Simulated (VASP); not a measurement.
**A VASP 6.6.1 relaxation on InAs**

INCAR

```
NBANDS = 16
SIGMA = 0.3
GGA = PS
LASPH = .TRUE.
ENCUT = 600
LCHARG = .FALSE.
EDIFF = 1E-7
NELM = 120
NSW = 40
EDIFFG = -5E-3
IBRION = 2
LREAL = .FALSE.
PREC = Accurate
ISMEAR = -4
ISIF = 3
LWAVE = .FALSE.
```

KPOINTS

```
KPOINTS created by Atomic Simulation Environment
0
Gamma
6 6 6
0 0 0
```

POSCAR

```
In As
 1.0000000000000000
     0.0000000000000000    3.0943470650270921    3.0943470650270921
     3.0943470650270921    0.0000000000000000    3.0943470650270921
     3.0943470650270921    3.0943470650270921    0.0000000000000000
 In  As
   1   1
Cartesian
  0.0000000000000000  0.0000000000000000  0.0000000000000000
  1.5471735325135458  1.5471735325135458  1.5471735325135458
```

The recommended PBE PAW datasets give the neutral cell 18 valence electrons.

Command

```
mpirun -np 1 vasp_std
```

**Question.** How does this run end, and what does it give?

**Answer.** It converged. Results: relaxed cell vector lengths 4.309, 4.309, 4.309 Å; relaxed cell volume 56.57 Å³.

OSZICAR

```
N       E                     dE             d eps       ncg     rms          rms(c)
DAV:   1     0.119982821409E+03    0.11998E+03   -0.88291E+03   512   0.131E+03
DAV:   2    -0.211251375963E+00   -0.12019E+03   -0.11476E+03   568   0.317E+02
DAV:   3    -0.850269459514E+01   -0.82914E+01   -0.82413E+01   640   0.791E+01
DAV:   4    -0.872200236878E+01   -0.21931E+00   -0.21926E+00   664   0.142E+01
DAV:   5    -0.873043040500E+01   -0.84280E-02   -0.84279E-02   736   0.230E+00    0.397E+00
DAV:   6    -0.847947728491E+01    0.25095E+00   -0.37707E-01   792   0.106E+01    0.217E+00
DAV:   7    -0.845217741631E+01    0.27300E-01   -0.94348E-02   752   0.285E+00    0.653E-01
DAV:   8    -0.845080681458E+01    0.13706E-02   -0.11112E-02   648   0.117E+00    0.164E-01
DAV:   9    -0.845110717008E+01   -0.30036E-03   -0.84194E-04   640   0.259E-01    0.918E-02
DAV:  10    -0.845117439044E+01   -0.67220E-04   -0.10317E-04   736   0.129E-01    0.535E-02
...
DAV:   1    -0.851330753582E+01   -0.44474E-01   -0.98718E-01   704   0.187E+01    0.129E+00
DAV:   2    -0.847779134531E+01    0.35516E-01   -0.67743E-02   632   0.559E+00    0.474E-01
DAV:   3    -0.847162086132E+01    0.61705E-02   -0.17597E-02   664   0.260E+00    0.258E-01
DAV:   4    -0.847159170995E+01    0.29151E-04   -0.81397E-04   576   0.250E-01    0.189E-01
DAV:   5    -0.847146509893E+01    0.12661E-03   -0.83472E-05   640   0.804E-02    0.829E-02
DAV:   6    -0.847144497362E+01    0.20125E-04   -0.34297E-05   824   0.607E-02    0.118E-02
DAV:   7    -0.847144560281E+01   -0.62919E-06   -0.42268E-06   664   0.323E-02    0.241E-03
DAV:   8    -0.847144548531E+01    0.11750E-06   -0.66545E-07   656   0.165E-02    0.480E-04
DAV:   9    -0.847144547375E+01    0.11560E-07   -0.21342E-08   304   0.204E-03
   3 F= -.84714455E+01 E0= -.84714455E+01  d E =-.202491E-01
```

| ionic step | ΔE (meV/atom) | volume (Å³) | largest force (eV/Å) | pressure (GPa) | electronic steps |
| --- | --- | --- | --- | --- | --- |
| 1 | 0.0 | 59.26 | 0.000 | -2.31 | 14 |
| 2 | -8.8 | 55.67 | 0.000 | 0.94 | 11 |
| 3 | -10.1 | 56.57 | 0.000 | 0.00 | 9 |

For comparison, a separate PBEsol relaxation on usual settings, not on those above, ends at 56.57 Å³.
